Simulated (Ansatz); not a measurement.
# Transmission past a defect: zigzag graphene nanoribbon (N = 9, H edges), Stone-Wales bond rotation, part 4 of 4

Aim: how much does this defect scatter, and at which energies?

Ansatz 0.2.0; DFT PBE, plane waves, PAW; relaxation of a wire's period (the session's first sound run).

So far. Step 3 (Bands of the perfect wire): At the computed energy nearest the Fermi level there are 0 spin-up and 0 spin-down channels, and the thermal average gives 0.00214 G₀. Step 4 (Relaxing the junction): The largest force component on a free atom ends at 0.006 eV/Å, under the limit of 0.04. 

### Step 5. Transmission

This step: DFT PBE, plane waves, PAW; transmission of a junction in a wire (Ansatz 0.2.0).

The cell is now read as a scatterer between two semi-infinite leads, named by two sites one period apart. The scattering states in its self-consistent potential are matched to the leads' states at each energy. One point across is taken, as for a wire in vacuum.

input.yaml

```yaml
crystal:
  lattice:
    - [26.89, 0.0, 0.0]
    - [0.0, 7.0, 0.0]
    - [0.0, 0.0, 22.1809937616]
  atoms:
    - { symbol: H, position: [0.128738686, 0.5, 0.0] }
    - { symbol: C, position: [0.169353586, 0.5, 0.0], spin: 0.06 }
    - { symbol: C, position: [0.274627004, 0.5, 0.0] }
    - { symbol: C, position: [0.327802929, 0.5, 0.0] }
    - { symbol: C, position: [0.433727058, 0.5, 0.0] }
    - { symbol: C, position: [0.486778215, 0.5, 0.0] }
    - { symbol: C, position: [0.592709943, 0.5, 0.0] }
    - { symbol: C, position: [0.64578888, 0.5, 0.0] }
    - { symbol: C, position: [0.751669269, 0.5, 0.0] }
    - { symbol: C, position: [0.805297519, 0.5, 0.0] }
    - { symbol: C, position: [0.194702501, 0.5, 0.055555556] }
    - { symbol: C, position: [0.248330741, 0.5, 0.055555556] }
    - { symbol: C, position: [0.354211112, 0.5, 0.055555556] }
    - { symbol: C, position: [0.40729004, 0.5, 0.055555556] }
    - { symbol: C, position: [0.513221762, 0.5, 0.055555556] }
    - { symbol: C, position: [0.566272922, 0.5, 0.055555556] }
    - { symbol: C, position: [0.672197068, 0.5, 0.055555556] }
    - { symbol: C, position: [0.725373003, 0.5, 0.055555556] }
    - { symbol: C, position: [0.830646433, 0.5, 0.055555556], spin: -0.06 }
    - { symbol: H, position: [0.871261332, 0.5, 0.055555556] }
    - { symbol: H, position: [0.128738686, 0.5, 0.111111111] }
    - { symbol: C, position: [0.169353586, 0.5, 0.111111111], spin: 0.06 }
    - { symbol: C, position: [0.274627004, 0.5, 0.111111111] }
    - { symbol: C, position: [0.327802929, 0.5, 0.111111111] }
    - { symbol: C, position: [0.433727058, 0.5, 0.111111111] }
    - { symbol: C, position: [0.486778215, 0.5, 0.111111111] }
    - { symbol: C, position: [0.592709943, 0.5, 0.111111111] }
    - { symbol: C, position: [0.64578888, 0.5, 0.111111111] }
    - { symbol: C, position: [0.751669269, 0.5, 0.111111111] }
    - { symbol: C, position: [0.805297519, 0.5, 0.111111111] }
[... 144 atom lines left out ...]
    - { symbol: C, position: [0.513221762, 0.5, 0.944444444] }
    - { symbol: C, position: [0.566272922, 0.5, 0.944444444] }
    - { symbol: C, position: [0.672197068, 0.5, 0.944444444] }
    - { symbol: C, position: [0.725373003, 0.5, 0.944444444] }
    - { symbol: C, position: [0.830646433, 0.5, 0.944444444], spin: -0.06 }
    - { symbol: H, position: [0.871261332, 0.5, 0.944444444] }
magnetization:
  spin_polarized: true
kpoints:
  mp_grid: { grid: [1, 1, 4] }
scf:
  occupations: { method: fermi_dirac, width: 0.05 }
hamiltonian:
  xc: pbe
output:
  transmission:
    e_range: [-1.5, 1.5]
    de: 0.035
    kmesh: [1, 1]
    reduced_basis: true
    leads: [[161, 1]]
  dos: { projected: true, e_range: [-4, 3] }
  write_potential: true
  write_density: true
  volumetric_format: npy
  elf: true
```

Atom lines that are left out differ too.

Started as:

```console
> ansatz run input.yaml --threads 16 --pin off --max-ram 61440MiB --backend cuda --events-out ev --progress --plain --runs-dir out --max-vram 78GiB
```

Numbers of over 12 decimals in the logs are rounded to 6 here.

Output:

```text
[...]
GPU FFT provider: cuFFT
GPU libraries: cuBLAS 13.8.1, cuFFT 12.4.0, cuSOLVER 12.3.2
[...]
Crystal: 180 atoms, lattice volume = 4175.128 Å³
Basis set: ecut = 420 eV, 81645 PW (Γ)
Bands: 514, of which v1, the nominal top of the filled ones, is band 333 counted from 1 (332 counted from 0)
Symmetry: 2 space group operations
[...]
k-points: 3 of 4 (time reversal used)
[...]
Starting moments: Σ|m| = 0.72 μB on 12 of 180 sites
[...]
GPU buffer pool allocated for 1296000 grid points (all kernels)
[...]
SCF iter   1: F=—  HF=-41030.510674 eV  |F-HF|=—  |Δ(HF+E_count)|=         —  Δρ=3.99e-2 (↑3.99e-2 ↓3.99e-2)  dr2=2.57e2  dr2_m=9.87e-3  M=0.007 μB ∫|m|=0.851 μB  β_m=0.30  ethr=3.10e-3  ⟨swp⟩=7.0  Hψ=15157  notcnv=0  defer=666
[...]
SCF iter  18: F=-40928.262845 eV  HF=-40928.262845 eV  |F-HF|=5.82e-10  |Δ(HF+E_count)|=   1.00e-8  Δρ=1.86e-7 (↑1.86e-7 ↓1.83e-7)  dr2=3.64e-9  dr2_m=8.48e-10  M=-0.023 μB ∫|m|=8.355 μB  ethr=1.42e-12  ⟨swp⟩=4.0  Hψ=8167  notcnv=0
SCF 1 converged in 18 iterations: F = -40928.262845 eV  dr2 = 3.64e-9
[...]
transmission: 7 of 64 steps passed
transmission: 13 of 64 steps passed
[...]
transmission: 64 of 64 steps passed
WARN: The output density's exchange-correlation potential varies sharply where the density is thin. Do not read a vacuum level from v_tot or v_xc, or from such a field of the output density. On a cell that repeats whose density bears no net charge and no dipole along the vacuum's axis use v_es (v_loc + v_h of the components); under efield.dipole_correction with no amplitude use v_es + v_field, which holds any externa [...]
Second SCF, for the conductance: iteration 1, dr2 2.810e-4 eV
Second SCF, for the conductance: iteration 2, dr2 4.048e-5 eV
Second SCF, for the conductance: iteration 3, dr2 1.094e-5 eV
Second SCF, for the conductance: iteration 4, dr2 2.033e-5 eV
Second SCF, for the conductance: iteration 5, dr2 1.276e-5 eV
Second SCF, for the conductance: iteration 6, dr2 3.786e-7 eV
Second SCF, for the conductance: iteration 7, dr2 2.644e-6 eV
Second SCF, for the conductance: iteration 8, dr2 7.728e-7 eV
Second SCF, for the conductance: iteration 9, dr2 2.451e-8 eV
Second SCF, for the conductance: iteration 10, dr2 3.449e-8 eV
Second SCF, for the conductance: iteration 11, dr2 9.287e-9 eV
Second SCF, for the conductance: iteration 12, dr2 1.852e-8 eV
transmission: 7 of 64 steps passed
transmission: 13 of 64 steps passed
[...]
transmission: 64 of 64 steps passed
SCF converged after 18 iterations
Magnetization: -0.0228 μB (332.9886 up, 333.0114 down)
Absolute magnetization: 8.3552 μB (∫|ρ↑−ρ↓|, with the PAW one-centre terms)
[...]
Per-site moments (μB) at R_I (Å): [(-0.00201925, 0.450506), (0.052227, 0.450506), (-0.011317, 0.586056), (0.012392, 0.586675), (-0.00482984, 0.586835), (0.00532728, 0.586871), (-0.00664684, 0.586835), (0.00662712, 0.586675), (-0.030643, 0.586056), (0.022989, 0.580898), (-0.021991, 0.580898), (0.029639, 0.586056), (-0.00623377, 0.586675), (0.00587783, 0.586835), (-0.00456107, 0.586871), (0.004765, 0.586835), (-0.01171 [...]
Free energy (F): -40928.262845 eV
[...]
Internal energy: -40928.237769 eV  (E = F + TS)
E sigma→0 (E₀):  -40928.250307 eV
Entropy (-TS):   -0.025076 eV (-0.139 meV/atom)
Fermi energy:    -0.173870 eV
[...]
--- Band table (eV; the first three rows and the last of 6) ---
  k-point 0 ↑: bands = [... 329 lower, -0.6316, -0.5929, -0.5627, -0.5313, 0.0809, 0.0859, 0.2761, 0.3969, ... 177 higher]
  k-point 1 ↑: bands = [... 329 lower, -0.8710, -0.6390, -0.4947, -0.3439, 0.0735, 0.0841, 0.0869, 0.5135, ... 177 higher]
  k-point 2 ↑: bands = [... 329 lower, -1.1026, -0.6533, -0.4146, -0.3259, 0.0444, 0.0497, 0.0836, 0.4934, ... 177 higher]
  k-point 2 ↓: bands = [... 329 lower, -1.0771, -0.6608, -0.3959, -0.3907, 0.0097, 0.0532, 0.0785, 0.5550, ... 177 higher]
--- Transmission ---
  basis      : 1647 plane waves across, 32 finite elements along
  points     : 1, standing for a mesh of 1 x 1
  on the GPU : 1 up, 1 down of these points
[...]
crystal 0  : H2C18, at the sites [161, 1], period 2.4646 Å, over 14.79 Å; its Hamiltonian steps by up to 16.5 meV
[...]
filled         : 15.4 meV over the level at which it is neutral
    channels       : 0.000000e0 up, 0.000000e0 down
[...]
slowest decay  : 0.0556 /Å at (0.0000, 0.0000)
  junction   : crystal 0 to crystal 0, -0.09 to 19.63 Å
    transmission   : 0.000000e0 up, 0.000000e0 down
    conductance    : 6.1651e10 S/m² at 300 K (1.7589e11 on every other energy)
    error estimate : 185.3 % from the energy spacing and 3.3 % from band edges of the leads and from resonances (wavevectors taken as independent; lower de), 136.3 % from the steps of its leads' Hamiltonians or their offsets (lay more layers), 24.7 % from the distance to neutral
    resistance     : 4.9222e0 Ω µm² beyond half of each lead's own
```

It took 14 min on 1 × NVIDIA GB200 with 16 threads of Arm Neoverse V2, shared host; peak memory 23 GiB.

This step gave:

* energy at zero smearing: -40928.2503 eV
* total moment: -0.02280 μB
* absolute moment: 8.355 μB
* transmission at the Fermi level, spin up: 0
* transmission at the Fermi level, spin down: 0
* potential step in the lower lead: 16.5 meV
* slowest decay in the lead, at its filling level: 0.0556 Å⁻¹
* conductance of the junction: 0.001498 G₀

Table of transmission by energy, zero at the Fermi level:

| energy (eV) | spin up | spin down |
| --- | --- | --- |
| -1.50 | 2.16 | 2.12 |
| -1.43 | 2.32 | 2.26 |
| -1.32 | 2.44 | 2.37 |
| -1.25 | 2.46 | 2.38 |
| -1.19 | 2.41 | 2.32 |
| -1.11 | 2.02 | 1.94 |
| -1.01 | 0.874 | 0.742 |
| -0.94 | 0.919 | 0.886 |
| -0.87 | 0.934 | 0.916 |
| -0.77 | 0.945 | 0.935 |
| -0.69 | 0.950 | 0.943 |
| -0.62 | 0.953 | 0.949 |
| -0.52 | 0.954 | 0.956 |
| -0.45 | 1.58 | 1.95 |
| -0.38 | 1.84 | 1.96 |
| -0.34 | 1.86 | 1.96 |
| -0.31 | 1.82 | 1.97 |
| -0.20 | 0.927 | 1.95 |
| -0.14 | 0 | 0 |
| -0.07 | 0 | 0 |
| 0.01 | 0 | 0 |
| 0.04 | 0 | 0 |
| 0.11 | 0 | 0 |
| 0.18 | 0 | 0 |
| 0.21 | 1.88 | 0.721 |
| 0.28 | 0.916 | 0.893 |
| 0.35 | 0.910 | 0.911 |
| 0.42 | 0.903 | 0.915 |
| 0.49 | 0.894 | 0.913 |
| 0.60 | 0.864 | 0.896 |
| 0.67 | 0.478 | 0.848 |
| 0.74 | 0.900 | 0.218 |
| 0.84 | 0.884 | 0.897 |
| 0.92 | 0.872 | 0.904 |
| 0.98 | 0.859 | 0.894 |
| 1.09 | 1.67 | 1.64 |
| 1.16 | 2.24 | 2.18 |
| 1.23 | 2.45 | 2.42 |
| 1.30 | 2.54 | 2.54 |
| 1.41 | 2.57 | 2.59 |
| 1.48 | 2.55 | 2.58 |

The open channels of the lead by energy, zero at the Fermi level:

| energy (eV) | spin up | spin down |
| --- | --- | --- |
| -1.50 | 3 | 3 |
| -1.40 | 3 | 3 |
| -1.29 | 3 | 3 |
| -1.19 | 3 | 3 |
| -1.08 | 1 | 1 |
| -0.97 | 1 | 1 |
| -0.87 | 1 | 1 |
| -0.77 | 1 | 1 |
| -0.69 | 1 | 1 |
| -0.59 | 1 | 1 |
| -0.48 | 2 | 2 |
| -0.38 | 2 | 2 |
| -0.28 | 2 | 2 |
| -0.17 | 0 | 0 |
| -0.07 | 0 | 0 |
| 0.01 | 0 | 0 |
| 0.04 | 0 | 0 |
| 0.14 | 0 | 0 |
| 0.25 | 1 | 1 |
| 0.35 | 1 | 1 |
| 0.46 | 1 | 1 |
| 0.56 | 1 | 1 |
| 0.67 | 1 | 1 |
| 0.74 | 1 | 1 |
| 0.84 | 1 | 1 |
| 0.95 | 1 | 1 |
| 1.05 | 1 | 1 |
| 1.16 | 3 | 3 |
| 1.26 | 3 | 3 |
| 1.37 | 3 | 3 |
| 1.48 | 3 | 3 |

By hand: the program gives 6.1651 × 10^10 S/m² over the cell's cross-section of 188.23 Å² = 1.882 × 10^-18 m², so one cell conducts 1.160 × 10^-7 S. Divided by G0 = 2e²/h = 7.748 × 10^-5 S this is 0.00150 G0, a resistance of 8617 kΩ.

The conductance is 0.00150 G₀, with 0 spin-up and 0 spin-down channels open in the lead; the transmission at the nearest energy alone would give 0 G₀, so T(E) varies within the thermal window. The lead's Hamiltonian steps by 16.5 meV, which the program lets pass, though it counts in the error estimate. The largest term of the program's error estimate is 185 %, from the energy spacing.

### Step 6. What came out

```yaml
conductance_of_the_perfect_wire: 0.00214 G₀
conductance_stone_wales_bond_rotation: 0.00150 G₀ (one error term of 185 %, so a rough value at best)
```

**Reading.** Summed over the computed window, 82 % of the lead's open channels pass the defect; the conductance at 300 K is 0.00150 G₀. A plain interpolation of the computed T(E) gives 0.00177 G₀ for that run; the program's 0.00150 G₀ comes from its own average, which also places band edges between the computed energies. Transport is coherent and elastic here: the atoms are frozen, so scattering by vibrations plays no part. The free region is short: held atoms still bear up to 4.5 eV/Å after a relaxation. No search over magnetic orders was made; another may lie lower. One term of the program's error estimate for a conductance, of a junction or of the perfect wire, reaches 185 % in this session.

[Logs are printed without paths, hosts, clocks, repeated set-up lines and the standing remarks that a program may print on its own settings, such as how far it seeks lower states.]

[Hosts, paths, dates, database ids (printed as entryN), source tags and the programs' standing remarks are cut or masked in the printed files.]
